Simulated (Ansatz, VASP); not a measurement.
# Cross-check of NaCl between VASP and Ansatz

Aim: how closely do two programs agree when they are given the same cell, functional and k mesh?

Calculated with Ansatz 0.2.0; plane waves, with VASP 6.6.1 beside it; relaxation of cell and atoms at revPBE with D3(BJ).

The database entry behind the starting cell differs from later determinations by our own check (an axis about 0.4 % short against later determinations), so it need not match the best structure at ambient conditions.

### 1. Set-up

Symmetry: Fm-3m, No. 225, cubic system. Conventional cell: a = 5.620 Å, b = 5.620 Å, c = 5.620 Å, α = 90.00°, β = 90.00°, γ = 90.00°. Nearest to Na lie 6 Cl at 2.81 Å. Cl has 6 Na at 2.81 Å nearest. Farther neighbours and most contacts between anions are not listed.

### 2. Ansatz: relaxation of cell and atoms, revPBE with D3(BJ)

Ansatz runs on its default PAW (the set named soft_2) files.

The relaxed volume is the usual yardstick between codes: its relative difference is about their pressure difference at one cell divided by the bulk modulus.

input.yaml reads:

```yaml
crystal:
  lattice:
    - [0.0, 2.81, 2.81]
    - [2.81, 0.0, 2.81]
    - [2.81, 2.81, 0.0]
  atoms:
    - { symbol: Na, position: [0.0, 0.0, 0.0] }
    - { symbol: Cl, position: [0.5, 0.5, 0.5] }
hamiltonian:
  xc: revpbe
  pseudopotentials: { kind: paw }
  dispersion: d3bj
kpoints:
  mp_grid: { grid: [7, 7, 7] }
scf:
  occupations: { method: fermi_dirac, width: 0.05 }
relax:
  f_tol: 0.01
  max_steps: 60
  cell: { stress_tol: 0.05 }
output:
  forces: true
  stress: true
```

On the command line:

```sh
ansatz run input.yaml --threads 4 --pin off --max-ram 9216MiB --backend cpu --events-out ev --progress --plain --runs-dir out
```

Numbers of over 12 decimals in the logs are rounded to 6 here.

Log:

```text
Engine: ansatz 0.2.0, aarch64-unknown-linux-gnu
Pseudopotentials: kind: paw
Pseudopotential: Na, paw, valence charge 9, recommended cutoff 420 eV (normal), Na.paw.azcp
Pseudopotential: Cl, paw, valence charge 7, recommended cutoff 420 eV (normal), Cl.paw.azcp
Functional definition: revPBE
  parameter kappa = 1.245
  parameter beta = 0.066725
  exchange = pbe_x(kappa = kappa, mu = beta*pi^2/3)
  correlation = pbe_c(beta = beta)
Crystal: 2 atoms, lattice volume = 44.376 Å³
Basis set: ecut = 420 eV, 893 PW (Γ), exchange–correlation on 54×54×54 points (8 copies of the dense FFT grid, shifted against one another)
Bands: 12, of which v1, the nominal top of the filled ones, is band 8 counted from 1 (7 counted from 0)
Symmetry: 48 space group operations
Space group: Fm-3m (ITA 225), of the structure as read, at distance tolerance 3.5e-5 Å
k-points: 20 of 343
Non-local potential: Na, projectors of the file, l = 0: 3, l = 1: 2, l = 2: 1
Non-local potential: Cl, projectors of the file, l = 0: 2, l = 1: 2, l = 2: 2
PAW form: soft (Blöchl's): semilocal exchange-correlation on the pseudo side does not see the compensation charge
PAW frozen core: Na, regenerated for the run's functional, and the local potential with it (the file was generated under x = pbe(κ = 0.804, μ = 0.219515), c = pbe(β = 0.066725))
PAW frozen core: Cl, regenerated for the run's functional, and the local potential with it (the file was generated under x = pbe(κ = 0.804, μ = 0.219515), c = pbe(β = 0.066725))
PAW one-centre angular grid: Na, 110 points (default); XC on 64 Gauss nodes
PAW one-centre angular grid: Cl, 110 points (default); XC on 64 Gauss nodes
Initial density: superposition of atomic densities (neutral atoms: chi_scale 0, normalization atom), corrected by the library's trained network
Initial wavefunctions: pseudopotential atomic-orbital guess
Functional: x = revpbe(κ = 1.245, μ = 0.219515), c = pbe(β = 0.066725)
SCF iter   1: F=—  HF=-2575.003114 eV  |F-HF|=—  |Δ(HF+E_count)|=         —  Δρ=3.64e-3  dr2=7.07e-3  ethr=1.77e-3  ⟨swp⟩=6.0  Hψ=1432  notcnv=0
preconditioner: auto → none  [insulator: Δε(μ)=5.441 eV  Ē_g=21.172 eV  σ=0.050 eV  W_gap=1.00  n_scr=14 (ndim 8)  ℏωp=20.9 eV  f_vac=0.032  D(μ)=0.00/eV (n_scr^D=0)  ε∞_Penn≈2.0]
SCF iter   2: F=—  HF=-2575.002353 eV  |F-HF|=—  |Δ(HF+E_count)|=   7.61e-4  Δρ=1.58e-3  dr2=8.98e-4  ethr=4.42e-5  ⟨swp⟩=3.0  Hψ=594  notcnv=0
SCF iter   3: F=—  HF=-2575.002098 eV  |F-HF|=—  |Δ(HF+E_count)|=   2.55e-4  Δρ=6.01e-4  dr2=8.78e-5  ethr=5.61e-6  ⟨swp⟩=2.0  Hψ=297  notcnv=0
SCF iter   4: F=—  HF=-2575.002166 eV  |F-HF|=—  |Δ(HF+E_count)|=   6.79e-5  Δρ=1.31e-4  dr2=1.09e-5  ethr=5.49e-7  ⟨swp⟩=2.0  Hψ=317  notcnv=0
SCF iter   5: F=—  HF=-2575.002165 eV  |F-HF|=—  |Δ(HF+E_count)|=   8.63e-7  Δρ=3.58e-5  dr2=9.89e-7  ethr=6.82e-8  ⟨swp⟩=2.0  Hψ=304  notcnv=0
SCF iter   6: F=-2575.002165 eV  HF=-2575.002165 eV  |F-HF|=5.43e-8  |Δ(HF+E_count)|=   1.12e-7  Δρ=1.08e-5  dr2=7.49e-8  ethr=6.25e-10  ⟨swp⟩=3.0  Hψ=858  notcnv=0
SCF 1 converged in 6 iterations: F = -2575.002165 eV  dr2 = 7.49e-8
  greatest PAW one-centre occupation: 0.999 electrons in one spin orbital (limit 2), on the Na atom at site 0 (counted from 0), in its partial waves of l = 0
relax step   1: F+E_penalty+E_count = -2575.00216498 eV  Δ(F+E_penalty+E_count) = +0.000e0 eV  max|allowed force component| = 3.024e-30 eV/Å  Δτ_max = 0.0000 Å  P = -0.472 GPa  Ω = 44.376 Å³  (6 SCF iters, dr2 threshold 1.00e-7 eV, accepted)
[...]
relax step   2: F+E_penalty+E_count = -2575.00326557 eV  Δ(F+E_penalty+E_count) = -1.101e-3 eV  max|allowed force component| = 1.700e-30 eV/Å  Δτ_max = 0.0000 Å  P = -0.165 GPa  Ω = 43.834 Å³  energy of the carried Pulay correction = +1.566e-5 eV  (4 SCF iters, dr2 threshold 2.00e-7 eV, accepted)
[...]
relax step   3: F+E_penalty+E_count = -2575.00341741 eV  Δ(F+E_penalty+E_count) = -1.518e-4 eV  max|allowed force component| = 1.046e-30 eV/Å  Δτ_max = 0.0000 Å  P = +0.006 GPa  Ω = 43.547 Å³  energy of the carried Pulay correction = +2.403e-5 eV  (4 SCF iters, dr2 threshold 6.84e-8 eV, accepted)
[...]
relax step   4: F+E_penalty+E_count = -2575.00339184 eV  Δ(F+E_penalty+E_count) = +2.557e-5 eV  max|allowed force component| = 7.848e-31 eV/Å  Δτ_max = 0.0000 Å  P = +0.007 GPa  Ω = 43.547 Å³  stress off target by 6.92e-3 GPa  SCF on the basis re-selected at this cell (its energy is not comparable with the rows above)  (7 SCF iters)
basis re-selected at this cell: Δ(F+E_penalty+E_count) = +2.557e-5 eV, ΔP = +0.001 GPa vs the last step (what re-selecting the basis moved, of the pressure what is left beyond the Pulay correction that the steps carried, after the strain that the cell walked since its last selection, with what the two solves' SCF thresholds leave and, on support functions, any second-order correction that the steps lacked; it is no m [...]
SCF converged after 7 iterations
Free energy (F): -2575.003392 eV
Harris-Foulkes:  -2575.003392 eV  (|F-HF|=0.00e0)
Internal energy: -2575.003392 eV  (E = F + TS)
E sigma→0 (E₀):  -2575.003392 eV
Fermi energy:    4.249262 eV
--- Per-component energies (eV) ---
  E_band       = -229.290538
  E_kinetic    = 283.903213
  E_local      = -1515.817364  (includes V_loc(G=0)·N_el)
  E_nonlocal   = 143.024272
  E_hartree    = 534.734146
  E_xc         = -147.991229
  E_vxc        = -173.952789  (∫ρ·V_xc dr)
  E_paw        = -926.553667  (= ΣΔE_a)
  E_vpaw       = -35.916246  (= ΣTr[D̂ρ^β])
  E_aug_tail   = 0.000066  (compensation charges beyond the density's cutoff)
  E_ewald      = -945.412198
  E_disp       = -0.841444  (pairwise vdW)
  E_core_change = -0.049187  (= ΣΔE_core)
  E_smearing   = -0.000000  (= −TS)
  E_closure    = -0.000000  (closes the sum)
  Σ components = -2575.003392   (vs F -2575.003392, Δ=0.00e0)
--- Forces (eV/Å), atoms counted from 1 ---
  atom   1  Na    -0.00000000     0.00000000    -0.00000000
  atom   2  Cl     0.00000000    -0.00000000    -0.00000000
  max |Σ_I F_I| component: 1.34e-30 eV/Å
--- Stress (GPa, compression-positive) ---
        0.006919      -0.000000      -0.000000
       -0.000000       0.006919      -0.000000
       -0.000000      -0.000000       0.006919
  P = ⅓ Tr σ = 0.0069 GPa (0.069 kbar)
--- Relaxed structure (3 steps of the walk, 3 accepted, 1 SCFs on fresh bases) ---
  F+E_penalty+E_count = -2575.00339184 eV   max|allowed force component| = 7.848e-31 eV/Å   (the final SCF, on the basis selected at the relaxed cell)
  cell:  # Å, volume = 43.5467 Å³
    - [0, 2.792383, 2.792383]
    - [2.792383, 0, 2.792383]
    - [2.792383, 2.792383, 0]
  atoms:
    - { symbol: Na, position: [0, 0, 0] }
    - { symbol: Cl, position: [0.5, 0.5, 0.5] }
```

Elapsed: 1.1 s, on 4 threads of Arm Neoverse V1, shared host; peak memory 0.29 GiB; 3.1 s of CPU time.

### 3. VASP: relaxation of cell and atoms, revPBE with D3(BJ)

The same cell, functional, mesh and smearing now go to VASP, with its own data sets and cutoff.

Lines of VASP's logs that name or quote its potential files are left out, and so is its time.

INCAR reads:

```
SYSTEM = NaCl
PREC = Accurate
ENCUT = 520
EDIFF = 1E-06
NELM = 100
ISMEAR = -1
SIGMA = 0.05
LREAL = .FALSE.
ALGO = Normal
GGA = RE
IVDW = 12
NBANDS = 13
LORBIT = 11
LWAVE = .FALSE.
LCHARG = .FALSE.
KPAR = 2
IBRION = 2
NSW = 60
ISIF = 3
EDIFFG = -0.01
```

POSCAR reads:

```
NaCl
1.0
    0.0000000000      2.8100000000      2.8100000000
    2.8100000000      0.0000000000      2.8100000000
    2.8100000000      2.8100000000      0.0000000000
Na Cl
1 1
Direct
    0.0000000000      0.0000000000      0.0000000000
    0.5000000000      0.5000000000      0.5000000000
```

KPOINTS reads:

```
Automatic mesh
0
Gamma
7 7 7
0 0 0
```

Potentials, in the order of the species: Na_pv and Cl (PBE family, release 64).

On the command line:

```sh
mpirun -np 2 vasp_std
```

Log:

```text
[banner, memory and clock lines left out]
running    2 mpi-ranks, on    1 nodes
 distrk:  each k-point on    1 cores,    2 groups
 distr:  one band on    1 cores,    1 groups

 POSCAR found type information on POSCAR NaCl
 POSCAR found :  2 types and       2 ions
|                                                                             |
|               ----> ADVICE to this user running VASP <----                  |
|                                                                             |
|     You enforced a specific xc type in the INCAR file but a different       |
|     [... a line on the potential file left out ...]
|     I HOPE YOU KNOW WHAT YOU ARE DOING!                                     |
|                                                                             |

 LDA part: xc-table for (Slater+PW92), standard interpolation
 POSCAR, INCAR and KPOINTS ok, starting setup
 FFT: planning ... GRIDC
 FFT: planning ... GRID_SOFT
 FFT: planning ... GRID
 WAVECAR not read
 entering main loop
       N       E                     dE             d eps       ncg     rms          rms(c)
DAV:   1     0.101912367450E+03    0.10191E+03   -0.72605E+03   520   0.108E+03
DAV:   2     0.253637093487E+01   -0.99376E+02   -0.91913E+02   551   0.278E+02
DAV:   3    -0.644279749118E+01   -0.89792E+01   -0.89127E+01   685   0.800E+01
DAV:   4    -0.660023524082E+01   -0.15744E+00   -0.15737E+00   560   0.114E+01
DAV:   5    -0.660342054118E+01   -0.31853E-02   -0.31852E-02   712   0.164E+00    0.239E+00
DAV:   6    -0.641203346192E+01    0.19139E+00   -0.34624E-01   623   0.339E+00    0.186E+00
DAV:   7    -0.640703212581E+01    0.50013E-02   -0.10330E-01   610   0.196E+00    0.122E+00
DAV:   8    -0.641853908882E+01   -0.11507E-01   -0.17762E-02   525   0.116E+00    0.272E-01
DAV:   9    -0.641847937546E+01    0.59713E-04   -0.28505E-04   680   0.144E-01    0.154E-01
DAV:  10    -0.641881865145E+01   -0.33928E-03   -0.74943E-04   535   0.226E-01    0.917E-02
DAV:  11    -0.641880404845E+01    0.14603E-04   -0.31035E-05   645   0.578E-02    0.158E-02
DAV:  12    -0.641880624307E+01   -0.21946E-05   -0.51301E-06   535   0.236E-02    0.180E-03
DAV:  13    -0.641880730176E+01   -0.10587E-05   -0.98939E-07   555   0.752E-03    0.546E-03
DAV:  14    -0.641880692387E+01    0.37789E-06   -0.13449E-07   295   0.251E-03
   1 F= -.72433853E+01 E0= -.72433853E+01  d E =-.724339E+01
 curvature:   0.00 expect dE= 0.000E+00 dE for cont linesearch  0.000E+00
 trial: gam= 0.00000 g(F)=  0.106E-62 g(S)=  0.138E-02 ort = 0.000E+00 (trialstep = 0.100E+01)
 search vector abs. value=  0.138E-02
 bond charge predicted
       N       E                     dE             d eps       ncg     rms          rms(c)
DAV:   1    -0.641943317231E+01   -0.62587E-03   -0.18429E-01   610   0.576E+00    0.623E-01
DAV:   2    -0.641238439167E+01    0.70488E-02   -0.10146E-02   615   0.976E-01    0.249E-01
DAV:   3    -0.641109168012E+01    0.12927E-02   -0.28491E-03   625   0.541E-01    0.128E-01
DAV:   4    -0.641098914986E+01    0.10253E-03   -0.80636E-05   658   0.958E-02    0.101E-02
DAV:   5    -0.641098666476E+01    0.24851E-05   -0.10468E-05   590   0.234E-02    0.712E-03
DAV:   6    -0.641098696080E+01   -0.29604E-06   -0.45770E-07   300   0.892E-03
   2 F= -.72444119E+01 E0= -.72444119E+01  d E =-.102660E-02
 trial-energy change:   -0.001027  1 .order   -0.000992   -0.001380   -0.000604
 step:   1.5502(harm=  1.7776)  dis= 0.00000  next Energy=    -7.244584 (dE=-0.120E-02)
 bond charge predicted
       N       E                     dE             d eps       ncg     rms          rms(c)
DAV:   1    -0.640888355059E+01    0.21031E-02   -0.56203E-02   610   0.320E+00    0.343E-01
DAV:   2    -0.640673995019E+01    0.21436E-02   -0.30733E-03   615   0.539E-01    0.137E-01
DAV:   3    -0.640634884156E+01    0.39111E-03   -0.87064E-04   625   0.300E-01    0.702E-02
DAV:   4    -0.640632333170E+01    0.25510E-04   -0.24685E-05   661   0.528E-02    0.560E-03
DAV:   5    -0.640632249690E+01    0.83480E-06   -0.31886E-06   565   0.128E-02
   3 F= -.72446712E+01 E0= -.72446712E+01  d E =-.128584E-02
 curvature:  -0.81 expect dE=-0.141E-04 dE for cont linesearch -0.141E-04
 trial: gam=-0.09944 g(F)=  0.284E-62 g(S)=  0.173E-04 ort = 0.155E-03 (trialstep = 0.111E+01)
 search vector abs. value=  0.217E-06
 reached required accuracy - stopping structural energy minimisation
```

OUTCAR, selected parts (step 3):

```text
ion  position               nearest neighbor table
   1  0.000  0.000  0.000-
   2  0.500  0.500  0.500-

  LATTYP: Found a face centered cubic cell.
 ALAT       =     5.6200000000

 Subroutine GETGRP returns: Found 48 space group operations
 (whereof 48 operations were pure point group operations)

The static configuration has the point symmetry O_h .

 Found     20 irreducible k-points:

   k-points           NKPTS =     20   k-points in BZ     NKDIM =     20   number of bands    NBANDS=     13

   dimension x,y,z NGX =    30 NGY =   30 NGZ =   30
   dimension x,y,z NGXF=    60 NGYF=   60 NGZF=   60

   ENCUT  =  520.0 eV  38.22 Ry    6.18 a.u.   7.39  7.39  7.39*2*pi/ulx,y,z

   NELECT =      14.0000    total number of electrons

 k-points in reciprocal lattice and weights: Automatic mesh
   0.00000000  0.00000000  0.00000000       0.003
   0.14285714  0.00000000  0.00000000       0.023
   0.28571429  0.00000000  0.00000000       0.023
   0.42857143  0.00000000  0.00000000       0.023
   0.14285714  0.14285714  0.00000000       0.017
   0.28571429  0.14285714  0.00000000       0.070
   0.42857143  0.14285714  0.00000000       0.070
  -0.42857143  0.14285714  0.00000000       0.070
  -0.28571429  0.14285714  0.00000000       0.070
[...]
-0.42857143  0.42857143  0.14285714       0.070
  -0.28571429  0.42857143  0.14285714       0.070

 Edisp (eV)   -0.83342

 average (electrostatic) potential at core
       1 -47.2597       2 -93.2803

 E-fermi :   0.5590

 k-point     1 :       0.0000    0.0000    0.0000
  band No.  band energies     occupation
    ...
      3     -21.2580      2.00000
      4     -13.1817      2.00000
      5      -0.4741      2.00000
      6      -0.4741      2.00000
      7      -0.4741      2.00000
      8       5.0114      0.00000
      9      10.8113      0.00000
     10      10.8113      0.00000
     11      10.8113      0.00000
     12      12.9577      0.00000
    ...

 k-point     2 :       0.1429    0.0000    0.0000
  band No.  band energies     occupation
    ...
      3     -21.2584      2.00000
      4     -13.1178      2.00000
      5      -0.9375      2.00000
      6      -0.5281      2.00000
      7      -0.5281      2.00000
      8       5.6362      0.00000
      9      10.1956      0.00000
     10      11.0543      0.00000
     11      11.0543      0.00000
     12      12.6950      0.00000
    ...

 k-point     3 :       0.2857    0.0000    0.0000
  band No.  band energies     occupation
    ...
      3     -21.2593      2.00000
      4     -12.9690      2.00000
      5      -1.7785      2.00000
      6      -0.6448      2.00000
      7      -0.6448      2.00000
      8       6.6914      0.00000
      9       9.8075      0.00000
     10      11.0564      0.00000
     11      11.0564      0.00000
     12      13.2622      0.00000
    ...

 Edisp (eV)   -0.83835

  Total      -0.01547    -0.01547    -0.01547    -0.00000    -0.00000     0.00000
  in kB      -0.56712    -0.56712    -0.56712    -0.00000    -0.00000     0.00000
  external pressure =       -0.57 kB  Pullay stress =        0.00 kB

  energy-cutoff  :      520.00
  volume of cell :       43.69
      direct lattice vectors                 reciprocal lattice vectors
     0.000000000  2.795488441  2.795488441    -0.178859620  0.178859620  0.178859620
     2.795488441  0.000000000  2.795488441     0.178859620 -0.178859620  0.178859620
     2.795488441  2.795488441  0.000000000     0.178859620  0.178859620 -0.178859620

 POSITION                                       TOTAL-FORCE (eV/Angst)
 -----------------------------------------------------------------------------------
      0.00000      0.00000      0.00000        -0.000000      0.000000     -0.000000
      2.79549      2.79549      2.79549         0.000000     -0.000000      0.000000
 -----------------------------------------------------------------------------------
    total drift:                               -0.000000      0.000000      0.000000

  FREE ENERGIE OF THE ION-ELECTRON SYSTEM (eV)
  ---------------------------------------------------
  free  energy   TOTEN  =        -7.2446711761 eV

  energy  without entropy=       -7.2446711760  energy(sigma->0) =       -7.24467118

 reached required accuracy - stopping structural energy minimisation

 total charge
# of ion       s       p       d       tot
------------------------------------------
    1        0.042   5.982   0.000   6.024
    2        1.591   3.616   0.000   5.208
--------------------------------------------------
tot          1.634   9.598   0.000  11.232

[... 3 further parts left out ...]
```

CONTCAR:

```
NaCl
   1.00000000000000
     0.0000000000000000    2.7954884413537533    2.7954884413537533
     2.7954884413537533    0.0000000000000000    2.7954884413537533
     2.7954884413537533    2.7954884413537533    0.0000000000000000
  Na              Cl
     1     1
Direct
     0.0000000000000000    0.0000000000000000    0.0000000000000000
     0.5000000000000000    0.5000000000000000    0.5000000000000000
```

### 4. Side by side

Known differences besides the potentials themselves: both relaxations stop at a tolerance, which leaves soft axes loose, and VASP keeps its plane-wave basis; the data sets hold 16 valence electrons in Ansatz (default PAW (the set named soft_2) files) and 14 in VASP; the cutoff is 420 eV in Ansatz and 520 eV in VASP; Ansatz makes its cores anew for this functional, VASP keeps those of its PBE data sets; VASP leaves aspherical gradient terms in its spheres out (LASPH is not set), Ansatz keeps them; Ansatz adds a Pulay correction to the stress that steers its cell, VASP none. Total energies have different zeros and are not compared.

Compared:

| quantity | Ansatz | VASP | difference |
| --- | --- | --- | --- |
| volume (Å³) | 43.55 | 43.69 | -0.33 % |
| edge a after relaxation, in the typed setting (Å) | 3.949 | 3.953 | -0.11 % |

The walks stopped with 0.01 GPa left in Ansatz and -0.06 GPa in VASP; each walk ends within a tolerance, so the volume difference is uncertain by about these residues over the bulk modulus, most in soft cells.

### 5. Summary of results

| Quantity | Value |
| --- | --- |
| difference in volume (relaxation of cell and atoms, revPBE with D3(BJ)) | -0.33 % |

In words: The difference in volume is -0.33 % (relaxation of cell and atoms, revPBE with D3(BJ)), within the 1.2 % picked in this series as the mark of a large difference, as far as the stopping tolerances let one tell. How closely two codes agree says nothing of how well the functional describes the real material.

[Lines on the potential files, build, host, timing and source positions are cut from VASP's logs without a mark.]

[Logs are printed without paths, hosts, clocks, repeated set-up lines and the standing remarks that a program may print on its own settings, such as how far it seeks lower states.]

[Hosts, paths, dates, database ids (printed as entryN), source tags and the programs' standing remarks are cut or masked in the printed files.]
